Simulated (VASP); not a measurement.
Wanted: the native input for a VASP 6.6.1 run.

```yaml
Task: relaxation of cell and atoms
Functional: LDA
Potentials_or_basis: VASP PAW LDA potentials, release 64 (Cd, Se)
Cutoff: 600 eV
k_mesh: 9 × 9 × 4
Occupations: gaussian, width 0.03 eV
Spin: no spin polarisation
Further_INCAR_settings: ALGO = Normal; EDIFF = 1e-06; IBRION = 2; EDIFFG = -0.01; NSW = 90; ISIF = 3
```

The structure of CdSe (Cadmoselite) lies in POSCAR:

```
CdSe
1.0
    4.3000000000      0.0000000000      0.0000000000
   -2.1500000000      3.7239092363      0.0000000000
    0.0000000000      0.0000000000      7.0200000000
Cd Se
2 2
Direct
    0.3333333333      0.6666666667      0.0000000000
    0.6666666667      0.3333333333      0.5000000000
    0.3333333333      0.6666666667      0.3850000000
    0.6666666667      0.3333333333      0.8850000000
```

The input as run:

INCAR

```
SYSTEM = CdSe
PREC = Accurate
ENCUT = 600
EDIFF = 1E-6
ISMEAR = 0
SIGMA = 0.03
LREAL = .False.
LASPH = .True.
NELM = 80
ALGO = Normal
ISIF = 3
LWAVE = .False.
LCHARG = .False.
IBRION = 2
NSW = 90
EDIFFG = -0.01
KPAR = 2
```

KPOINTS

```
regular mesh
0
Gamma
  9 9 4
  0 0 0
```

Potentials or basis: VASP PAW LDA potentials, release 64 (Cd, Se).

The run is started by

```console
$ cat potpaw_LDA.64/Cd/POTCAR potpaw_LDA.64/Se/POTCAR > POTCAR
$ mpirun -np 2 vasp_std > vasp.out
```

It gave:

```
Relaxed volume                         : 27.32 Å³/atom
Relaxed cell                           : a = 4.257 Å, b = 4.257 Å, c = 6.962 Å, α = 90.00°, β = 90.00°, γ = 120.00°
Space group after relaxing (to 0.05 Å) : P6_3mc (No. 186)
Energy gained by relaxing              : 8.4 meV/atom
Ionic steps                            : 9
Pressure after relaxing                : 0.0 GPa
Largest force after relaxing           : 0.006 eV/Å
Band gap on the k mesh                 : 0.48 eV, direct
```

Run time: 2.6 min on 2 MPI ranks on Intel(R) Xeon(R) Platinum 8559C (Emerald Rapids) (shared host), peak memory 0.27 GiB a rank.
